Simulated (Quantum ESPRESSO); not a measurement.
Crystal: CdS (Hawleyite).

```
CELL_PARAMETERS angstrom
0.00000 2.91650 2.91650
2.91650 0.00000 2.91650
2.91650 2.91650 0.00000
ATOMIC_POSITIONS crystal
Cd 0.00000 0.00000 0.00000
S 0.75000 0.75000 0.75000
```

Base run:

```yaml
Program: Quantum ESPRESSO 7.5
Functional: BLYP
Potentials_or_basis: GBRV 1.5 PBE
Cutoff: 612 eV
Density_cutoff: 4898 eV
k_mesh: 8 × 8 × 8, shifted
Occupations: fermi-dirac, width 0.05 eV
Spin: no spin polarisation
```

Its results: pressure 6.4 GPa; electronic dielectric tensor (diagonal) 6.23.

Problem. After a change of settings the same cell gave: pressure -2.1 GPa; electronic dielectric tensor (diagonal) 6.77. Which change was it?
A. functional from BLYP to AM05
B. functional from BLYP to WC
C. functional from BLYP to LDA; potentials or basis from GBRV 1.5 PBE to GBRV 1.5 LDA
D. functional from BLYP to PBEsol; potentials or basis from GBRV 1.5 PBE to GBRV 1.5 PBEsol

Solution. C.

Caveats: the potentials were made for another functional, which shifts forces and pressure (some runs); the cell is more than 3 GPa from zero pressure, which shifts response properties (some runs).
